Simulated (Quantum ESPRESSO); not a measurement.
KCl (Sylvite):

```
K Cl
1.0
     0.00000    3.14647    3.14647
     3.14647    0.00000    3.14647
     3.14647    3.14647    0.00000
K Cl
1 1
Direct
  0.00000 0.00000 0.00000
  0.50000 0.50000 0.50000
```

| Property | Result |
| --- | --- |
| Program | Quantum ESPRESSO 7.5 |
| Task | phonons |
| Functional | PBE |
| Potentials or basis | PseudoDojo 0.4 SR PBE stringent |
| Cutoff | 1007 eV |
| Density cutoff | 4027 eV |
| k mesh | 4 × 4 × 4, shifted |
| Occupations | fermi-dirac, width 0.05 eV |
| Spin | no spin polarisation |
| Mixing beta | 0.5 |
| Most SCF iterations | 120 |
| SCF threshold | 4e-10 Ry |

The first run showed a gap, so the response started from a second, tighter run with fixed occupations.

**Question.** What is the highest optical frequency at the zone centre, leaving out the macroscopic field of polar modes?

**Answer.** 139 cm⁻¹, a mode of symmetry T1u (IR). With the field the highest mode lies at 206 cm⁻¹.

Optical modes at Γ, degenerate ones joined, polar ones without the macroscopic field:
```
cm⁻¹  components  symmetry  active in  IR intensity, summed ((D/Å)²/amu)
 139           3       T1u         IR                               4.72
```

Zone-centre frequencies without and with the macroscopic field along z (cm⁻¹):
|  | optical modes in rising order |
| --- | --- |
| without | 139 139 139 |
| with the field | 139 139 206 |

Born effective charge tensors (e):
atom 1, K
```
1.13 0.00 0.00
0.00 1.13 0.00
0.00 0.00 1.13
```
atom 2, Cl
```
-1.13  0.00  0.00
 0.00 -1.13  0.00
 0.00  0.00 -1.13
```

Electronic dielectric tensor:
```
2.32 0.00 0.00
0.00 2.32 0.00
0.00 0.00 2.32
```

Static dielectric tensor, electrons and zone-centre modes:
```
5.11 0.00 0.00
0.00 5.11 0.00
0.00 0.00 5.11
```
